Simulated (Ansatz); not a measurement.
NaCl built on the wurtzite prototype (no longer in that coordination), relaxed with r2SCAN: 10 runs in Ansatz 0.2.0, each a construction of maximally localised Wannier functions. Space group P6_3/mmc (No. 194), hexagonal; conventional cell a = 4.721 Å, c = 5.569 Å, 26.88 Å³ an atom. Na has 5 Cl at 2.73–2.78 Å; Cl has 5 Na at 2.73–2.78 Å. No spin polarisation. The prototype was imposed, so other structures may be more stable.

```yaml
crystal:
  lattice:
    - [4.72108, 0.00000, 0.00000]
    - [-2.36054, 4.08857, 0.00000]
    - [0.00000, 0.00000, 5.56948]
  atoms:
    - { symbol: Na, position: [0.33333, 0.66667, 0.93750] }
    - { symbol: Na, position: [0.66667, 0.33333, 0.43750] }
    - { symbol: Cl, position: [0.33333, 0.66667, 0.43750] }
    - { symbol: Cl, position: [0.66667, 0.33333, 0.93750] }
```

Windows count from the top of the filled bands; a dash means that no such window was set (without an outer window there is no disentanglement). Rows marked drawn have settings drawn at random (some not listed).

```json
{"functional": "PBE", "SCF mesh": "6×6×4", "trial orbitals": "Cl s, Cl p", "functions": "8", "mesh": "6×6×4", "window (eV)": "–", "frozen (eV)": "–", "settings": "chosen", "Ω total (Å²)": "8.15", "Ω invariant (Å²)": "6.61", "largest spread (Å²)": "1.03", "least projectability": "0.98", "interpolation miss of the model's filled bands (eV, to the nearest computed level)": "0.001"}
{"functional": "PBE", "SCF mesh": "6×6×4", "trial orbitals": "Cl s, Cl p", "functions": "8", "mesh": "6×6×2", "window (eV)": "–", "frozen (eV)": "–", "settings": "chosen", "Ω total (Å²)": "7.98", "Ω invariant (Å²)": "6.46", "largest spread (Å²)": "1.01", "least projectability": "0.98", "interpolation miss of the model's filled bands (eV, to the nearest computed level)": "0.032"}
{"functional": "PBE", "SCF mesh": "6×6×4", "trial orbitals": "Cl p", "functions": "6", "mesh": "6×6×4", "window (eV)": "–", "frozen (eV)": "–", "settings": "chosen", "Ω total (Å²)": "8.08", "Ω invariant (Å²)": "8.07", "largest spread (Å²)": "1.35", "least projectability": "0.98", "interpolation miss of the model's filled bands (eV, to the nearest computed level)": "0.001"}
{"functional": "r2SCAN", "SCF mesh": "6×6×4", "trial orbitals": "Cl s, Cl p", "functions": "8", "mesh": "6×6×4", "window (eV)": "–", "frozen (eV)": "–", "settings": "chosen", "Ω total (Å²)": "8.05", "Ω invariant (Å²)": "6.49", "largest spread (Å²)": "1.01", "least projectability": "0.99", "interpolation miss of the model's filled bands (eV, to the nearest computed level)": "0.001"}
{"functional": "r2SCAN", "SCF mesh": "6×6×4", "trial orbitals": "Cl p", "functions": "6", "mesh": "6×6×4", "window (eV)": "–", "frozen (eV)": "–", "settings": "chosen", "Ω total (Å²)": "7.97", "Ω invariant (Å²)": "7.96", "largest spread (Å²)": "1.33", "least projectability": "0.98", "interpolation miss of the model's filled bands (eV, to the nearest computed level)": "0.001"}
{"functional": "HSE06", "SCF mesh": "6×6×4", "trial orbitals": "Cl s, Cl p", "functions": "8", "mesh": "6×6×4", "window (eV)": "–", "frozen (eV)": "–", "settings": "chosen", "Ω total (Å²)": "7.99", "Ω invariant (Å²)": "6.45", "largest spread (Å²)": "1.01", "least projectability": "0.99", "interpolation miss of the model's filled bands (eV, to the nearest computed level)": "–"}
{"functional": "HSE06", "SCF mesh": "6×6×4", "trial orbitals": "Cl p", "functions": "6", "mesh": "6×6×4", "window (eV)": "–", "frozen (eV)": "–", "settings": "chosen", "Ω total (Å²)": "7.92", "Ω invariant (Å²)": "7.91", "largest spread (Å²)": "1.32", "least projectability": "0.98", "interpolation miss of the model's filled bands (eV, to the nearest computed level)": "–"}
{"functional": "PBE", "SCF mesh": "6×6×4", "trial orbitals": "Na s, Cl p", "functions": "8", "mesh": "6×6×4", "window (eV)": "-8.3 to +18.1", "frozen (eV)": "–", "settings": "drawn", "Ω total (Å²)": "12.13", "Ω invariant (Å²)": "12.05", "largest spread (Å²)": "2.95", "least projectability": "0.55", "interpolation miss of the model's filled bands (eV, to the nearest computed level)": "0.468"}
{"functional": "PBE", "SCF mesh": "6×6×4", "trial orbitals": "Cl s, Cl p", "functions": "8", "mesh": "5×5×5", "window (eV)": "–", "frozen (eV)": "–", "settings": "drawn", "Ω total (Å²)": "8.13", "Ω invariant (Å²)": "6.60", "largest spread (Å²)": "1.03", "least projectability": "0.98", "interpolation miss of the model's filled bands (eV, to the nearest computed level)": "0.001"}
{"functional": "PBE", "SCF mesh": "6×6×4", "trial orbitals": "Cl p", "functions": "6", "mesh": "5×5×5", "window (eV)": "–", "frozen (eV)": "–", "settings": "drawn", "Ω total (Å²)": "8.06", "Ω invariant (Å²)": "8.04", "largest spread (Å²)": "1.35", "least projectability": "0.98", "interpolation miss of the model's filled bands (eV, to the nearest computed level)": "0.001"}
```

For Cl s, Cl p with PBE the spread goes 7.98 Å² (6×6×2), 8.15 Å² (6×6×4): finite differences on a coarse mesh understate it.
